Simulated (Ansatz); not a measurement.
P as a puckered monolayer, relaxed with r2SCAN in the plane-wave code Ansatz. The sheet's in-plane cell has a = 4.628 Å, b = 3.292 Å (γ = 90.0°), and its outermost atoms lie 2.08 Å apart along the normal. Around P lie 3 P at 2.21–2.25 Å.

The axes x, y and z are those of this cell:
```
P
1.0
     4.62750    0.00000    0.00000
     0.00000    3.29187    0.00000
     0.00000    0.00000   27.81958
P
4
Direct
  0.09124 0.00000 0.37893
  0.40876 0.50000 0.37893
  0.59124 0.50000 0.30404
  0.90876 0.00000 0.30404
```
Two periodic directions, a and b.

Unstrained: PBE gives an indirect gap of 0.911 eV, from Γ–Y (0.10 of the way from Γ) to Γ; the least direct gap is 0.915 eV at Γ. Least and direct gap differ so little that the kind isn't settled. The r2SCAN gap is indirect, 1.088 eV (Γ–Y (0.10 of the way from Γ) to Γ), below the direct gap of 1.091 eV at Γ. Least and direct gap differ so little that the kind isn't settled. The HSE06 gap is indirect, 1.595 eV (Γ–Y (0.10 of the way from Γ) to Γ), below the direct gap of 1.595 eV at Γ. Least and direct gap differ so little that the kind isn't settled. Meshes: PBE 6×8×1, r2SCAN 6×8×1, HSE06 4×6×1. Strains are changes of length per length. After each strain the atoms were relaxed again with r2SCAN within the symmetry that the strain leaves, so tilts or polar shifts that break it weren't tested; points keep the names that they have in the unstrained zone. Values at 0 K without nuclear motion; spin polarisation is off, and the phase may be a hypothetical one.

Q: Apply uniaxial -3.0 % along y, other directions held. How far does the gap move, against the unstrained cell?

A: PBE: the gap goes from 0.911 to 0.741 eV (-0.170 eV); the edges go from Γ–Y (0.10) → Γ to Γ–Y (0.16) → Γ. r2SCAN: the gap goes from 1.088 to 0.905 eV (-0.183 eV); the edges go from Γ–Y (0.10) → Γ to Γ–Y (0.16) → Γ. HSE06: the gap goes from 1.595 to 1.404 eV (-0.191 eV); the edges go from Γ–Y (0.10) → Γ to Γ–Y (0.16) → Γ. The r2SCAN energy rises by 13.1 meV an atom.

Q: Estimate what uniaxial +3.0 % along y, other directions held does to the gap.

A: PBE: the gap goes from 0.911 to 1.080 eV (+0.169 eV); least and direct gap lie within 0.04 eV, so its kind isn't settled. r2SCAN: the gap goes from 1.088 to 1.269 eV (+0.181 eV); least and direct gap lie within 0.04 eV, so its kind isn't settled. HSE06: the gap goes from 1.595 to 1.782 eV (+0.187 eV); least and direct gap lie within 0.04 eV, so its kind isn't settled. The r2SCAN energy rises by 11.5 meV an atom.

Q: Apply uniaxial -1.0 % along y, other directions held. How far does the gap move, against the unstrained cell?

A: PBE: the gap goes from 0.911 to 0.853 eV (-0.058 eV); the edges go from Γ–Y (0.10) → Γ to Γ–Y (0.12) → Γ. r2SCAN: the gap goes from 1.088 to 1.026 eV (-0.062 eV); the edges go from Γ–Y (0.10) → Γ to Γ–Y (0.12) → Γ. HSE06: the gap goes from 1.595 to 1.530 eV (-0.065 eV); the edges go from Γ–Y (0.10) → Γ to Γ–Y (0.12) → Γ. The r2SCAN energy rises by 1.4 meV an atom.

Q: Apply uniaxial -2.0 % along y, other directions held. How far does the gap move, against the unstrained cell?

A: PBE: the gap goes from 0.911 to 0.797 eV (-0.114 eV); the edges go from Γ–Y (0.10) → Γ to Γ–Y (0.14) → Γ. r2SCAN: the gap goes from 1.088 to 0.966 eV (-0.122 eV); the edges go from Γ–Y (0.10) → Γ to Γ–Y (0.14) → Γ. HSE06: the gap goes from 1.595 to 1.467 eV (-0.128 eV); the edges go from Γ–Y (0.10) → Γ to Γ–Y (0.14) → Γ. The r2SCAN energy rises by 5.7 meV an atom.

Q: Apply uniaxial -4.0 % along y, other directions held. How far does the gap move, against the unstrained cell?

A: PBE: the gap goes from 0.911 to 0.684 eV (-0.227 eV); the edges go from Γ–Y (0.10) → Γ to Γ–Y (0.18) → Γ. r2SCAN: the gap goes from 1.088 to 0.844 eV (-0.244 eV); the edges go from Γ–Y (0.10) → Γ to Γ–Y (0.18) → Γ. HSE06: the gap goes from 1.595 to 1.341 eV (-0.254 eV); the edges go from Γ–Y (0.10) → Γ to Γ–Y (0.18) → Γ. The r2SCAN energy rises by 23.9 meV an atom.

Q: Apply uniaxial +4.0 % along y, other directions held. How far does the gap move, against the unstrained cell?

A: PBE: the gap goes from 0.911 to 1.028 eV (+0.117 eV); least and direct gap lie within 0.04 eV, so its kind isn't settled. r2SCAN: the gap goes from 1.088 to 1.273 eV (+0.185 eV); least and direct gap lie within 0.04 eV, so its kind isn't settled. HSE06: the gap goes from 1.595 to 1.769 eV (+0.174 eV); least and direct gap lie within 0.04 eV, so its kind isn't settled. The r2SCAN energy rises by 20.0 meV an atom.

Q: Apply uniaxial +2.0 % along y, other directions held. How far does the gap move, against the unstrained cell?

A: PBE: the gap goes from 0.911 to 1.023 eV (+0.112 eV); the edges go from Γ–Y (0.10) → Γ to Γ–Y (0.06) → Γ. r2SCAN: the gap goes from 1.088 to 1.208 eV (+0.120 eV); least and direct gap lie within 0.04 eV, so its kind isn't settled. HSE06: the gap goes from 1.595 to 1.718 eV (+0.123 eV); least and direct gap lie within 0.04 eV, so its kind isn't settled. The r2SCAN energy rises by 5.3 meV an atom.

Q: Apply uniaxial +1.0 % along y, other directions held. How far does the gap move, against the unstrained cell?

A: PBE: the gap goes from 0.911 to 0.966 eV (+0.055 eV); the edges go from Γ–Y (0.10) → Γ to Γ–Y (0.08) → Γ. r2SCAN: the gap goes from 1.088 to 1.147 eV (+0.059 eV); the edges go from Γ–Y (0.10) → Γ to Γ–Y (0.08) → Γ. HSE06: the gap goes from 1.595 to 1.655 eV (+0.060 eV); least and direct gap lie within 0.04 eV, so its kind isn't settled. The r2SCAN energy rises by 1.4 meV an atom.

Where an edge lies off the special points, it is a point of the mesh or the k point where a search put PBE's edge or least direct gap, reused for the other functionals, whose own edges may lie a little apart.

The meshes of the hybrids are coarse, so their gaps aren't converged to the digits shown.
